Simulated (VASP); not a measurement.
A run of VASP 6.6.1 is set up as follows.

File INCAR:

```
PREC = Accurate
ENCUT = 600
EDIFF = 1E-6
ISMEAR = 0
SIGMA = 0.03
LREAL = F
LASPH = T
NELM = 80
ALGO = Normal
ISIF = 3
LWAVE = F
LCHARG = F
GGA = PE
IBRION = 2
NSW = 90
EDIFFG = -0.01
LATTICE_CONSTRAINTS = .TRUE. .TRUE. .FALSE.
KPAR = 2
```

File KPOINTS:

```
regular mesh
0
Gamma
  9 9 1
```

Contents of POSCAR:

```
InSe
1.0
    4.0000000000      0.0000000000      0.0000000000
   -2.0000000000      3.4641016200      0.0000000000
    0.0000000000      0.0000000000     23.3577120000
Se In
2 2
Direct
    0.0000000000      0.0000000000      0.3853117100
    0.0000000000      0.0000000000      0.6146882900
    0.6666666700      0.3333333300      0.4395483600
    0.6666666700      0.3333333300      0.5603071100
```

Potentials or basis: VASP PAW PBE potentials, release 64 (Se, In_d).

Run with:

```console
$ cat potpaw_PBE.64/Se/POTCAR potpaw_PBE.64/In_d/POTCAR > POTCAR
$ mpirun -np 2 vasp_std > vasp.out
```

**Question.** Predict the relaxed volume.

**Answer.** 84.36 Å³/atom.

**Question.** Predict the space group after relaxing (to 0.05 Å).

**Answer.** P-6m2 (No. 187).

**Question.** What does it give for the band gap on the k mesh?

**Answer.** 1.40 eV, indirect (least direct gap 1.46 eV).

**Question.** What does it give for the relaxed cell?

**Answer.** a = 4.084 Å, b = 4.084 Å, c = 23.358 Å, α = 90.00°, β = 90.00°, γ = 120.00°.

Step by step:
```tsv
step	energy change (eV)	largest force (eV/Å)	pressure (GPa)	volume (Å³)
1	0.0000	0.3797	0.84	323.65
2	-0.0332	0.3969	-0.22	340.01
3	-0.0422	0.1661	0.09	334.63
4	-0.0443	0.0786	0.05	336.03
5	-0.0449	0.0253	0.00	337.77
6	-0.0450	0.0067	0.00	337.42
```

Caveat: spin-orbit coupling is left out, which moves the levels of the heavy elements. Zero-point motion and thermal expansion aren't in these numbers.
